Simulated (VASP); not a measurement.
Write the native input for VASP 6.6.1 that does the following.

- Task: relaxation of cell and atoms
- Functional: HSE06
- Potentials or basis: VASP PAW PBE potentials, release 64 (Al, N)
- Cutoff: 600 eV
- k mesh: 6 × 6 × 4
- Occupations: gaussian, width 0.05 eV
- Spin: no spin polarisation
- Grid for exact exchange (PRECFOCK): Fast
- Screening parameter: 0.2 1/A
- Further INCAR settings: ALGO = Normal; EDIFF = 1e-06; IBRION = 2; EDIFFG = -0.01; NSW = 40; ISIF = 3

The system is AlN.

```
CELL_PARAMETERS angstrom
3.11300 0.00000 0.00000
-1.55650 2.69594 0.00000
0.00000 0.00000 4.98100
ATOMIC_POSITIONS crystal
Al 0.33333 0.66667 0.00000
Al 0.66667 0.33333 0.50000
N 0.33333 0.66667 0.38000
N 0.66667 0.33333 0.88000
```

The input as run:

POSCAR

```
AlN
1.0
    3.1130000000      0.0000000000      0.0000000000
   -1.5565000000      2.6959370820      0.0000000000
    0.0000000000      0.0000000000      4.9810000000
Al N
2 2
Direct
    0.3333333333      0.6666666667      0.0000000000
    0.6666666667      0.3333333333      0.5000000000
    0.3333333333      0.6666666667      0.3800000000
    0.6666666667      0.3333333333      0.8800000000
```

INCAR.step1

```
SYSTEM = AlN
  PREC = Accurate
  ENCUT = 600
  EDIFF = 1E-5
  ISMEAR = 0
  SIGMA = 0.05
  LREAL = .FALSE.
  LASPH = .TRUE.
  NELM = 80
  ALGO = Normal
  LWAVE = .TRUE.
  LCHARG = .FALSE.
  GGA = PE
```

INCAR.step2

```
SYSTEM = AlN
  PREC = Accurate
  ENCUT = 600
  EDIFF = 1E-6
  ISMEAR = 0
  SIGMA = 0.05
  LREAL = .FALSE.
  LASPH = .TRUE.
  NELM = 80
  ALGO = Normal
  ISIF = 3
  LWAVE = .FALSE.
  LCHARG = .FALSE.
  GGA = PE
  LHFCALC = .TRUE.
  HFSCREEN = 0.2
  PRECFOCK = Fast
  IBRION = 2
  NSW = 40
  EDIFFG = -0.01
  ISTART = 1
```

KPOINTS

```
regular mesh
0
G
  6 6 4
  0 0 0
```

Potentials or basis: VASP PAW PBE potentials, release 64 (Al, N).

Run with:

```console
$ cat potpaw_PBE.64/Al/POTCAR potpaw_PBE.64/N/POTCAR > POTCAR
$ cp INCAR.step1 INCAR
$ mpirun -np 1 vasp_std > vasp.out
$ cp INCAR.step2 INCAR
$ mpirun -np 1 vasp_std > vasp.out
```

It gave:

- Relaxed volume: 10.36 Å³/atom
- Relaxed cell: a = 3.104 Å, b = 3.104 Å, c = 4.968 Å, α = 90.00°, β = 90.00°, γ = 120.00°
- Space group after relaxing (to 0.05 Å): P6_3mc (No. 186)
- Energy gained by relaxing: 0.8 meV/atom
- Ionic steps: 6
- Pressure after relaxing: 0.0 GPa
- Band gap on the k mesh: 5.64 eV, direct

Caveat: the PAW data sets were made with another functional, which shifts forces and pressure a little.

Wall time 25 min on 1 thread of Intel(R) Xeon(R) 6975P-C (Granite Rapids), on a shared host, peak memory 0.27 GiB.
